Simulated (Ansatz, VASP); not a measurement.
# AlN in VASP and in Ansatz

INCAR

```
ALGO = Normal
EDIFF = 1E-8
ENCUT = 520
GGA = PS
ISIF = 2
ISMEAR = -1
LASPH = True
LCHARG = False
LEFG = True
LREAL = False
LWAVE = False
NBANDS = 16
NELM = 60
PREC = Accurate
SIGMA = 0.02
```

KPOINTS

```
k-points
0
Gamma
  11 11 6
```

POSCAR

```
AlN
1.0
    3.1110021516      0.0000000000      0.0000000000
   -1.5555010758      2.6942068945      0.0000000000
    0.0000000000      0.0000000000      4.9282200000
Al N
2 2
Direct
    0.3333333333      0.6666666667      0.0000000000
    0.6666666667      0.3333333333      0.5000000000
    0.3333333333      0.6666666667      0.3850000000
    0.6666666667      0.3333333333      0.8850000000
```

Input for Ansatz:

```yaml
crystal:
  lattice:
    - [3.1110021516, 0.0, 0.0]
    - [-1.5555010758, 2.6942068945, 0.0]
    - [0.0, 0.0, 4.92822]
  atoms:
    - { symbol: Al, position: [0.3333333333, 0.6666666667, 0.0] }
    - { symbol: Al, position: [0.6666666667, 0.3333333333, 0.5] }
    - { symbol: "N", position: [0.3333333333, 0.6666666667, 0.385] }
    - { symbol: "N", position: [0.6666666667, 0.3333333333, 0.885] }
kpoints:
  mp_grid: { grid: [11, 11, 6] }
scf:
  occupations: { method: fermi_dirac, width: 0.02 }
hamiltonian:
  xc: pbesol
  pseudopotentials: { kind: all_electron, datasets: crystal }
output:
  forces: true
  stress: true
  eigenvalues: true
  efg: { contact_densities: true }
```

Change from the starting cell: zz strain of -1 %, crystal datasets.

Alike in both runs: task electric field gradients; functional PBEsol; k mesh 11 × 11 × 6; occupations fermi-dirac, width 0.02 eV; no spin polarisation.

|  | VASP | Ansatz |
| --- | --- | --- |
| version | VASP 6.6.1 | Ansatz 0.2.0 |
| potentials or method | VASP PAW PBE potentials, release 64 (Al, N) | all-electron PAW with datasets made for the crystal, scalar-relativistic |
| plane-wave cutoff (eV) | 520 | see its input |

VASP gave:

```
gap on the k mesh at the Fermi level (eV)                      : 4.15
pressure (GPa)                                                 : 2.5
largest component of the traceless stress (GPa)                : 1.19
rms of the force components (eV/Å)                             : 0.030
Vzz of the field gradient on the site that differs most (V/Å²) : -1.2
```

**Question.** Estimate Ansatz's values.

**Answer.** gap on the k mesh at the Fermi level (eV): 4.15; pressure (GPa): 2.4; largest component of the traceless stress (GPa): 1.18; rms of the force components (eV/Å): 0.031; Vzz of the field gradient on the site that differs most (V/Å²): -1.4.

Atom by atom the forces differ by 0.001 eV/Å (rms over components). Ansatz ran all-electron here, so the differences hold the error of VASP's frozen core and of both bases.

Caveats: the PAW data sets were made with another functional, which shifts forces and pressure a little (VASP); an odd mesh through Γ misses points on the zone boundary, where band edges often lie.
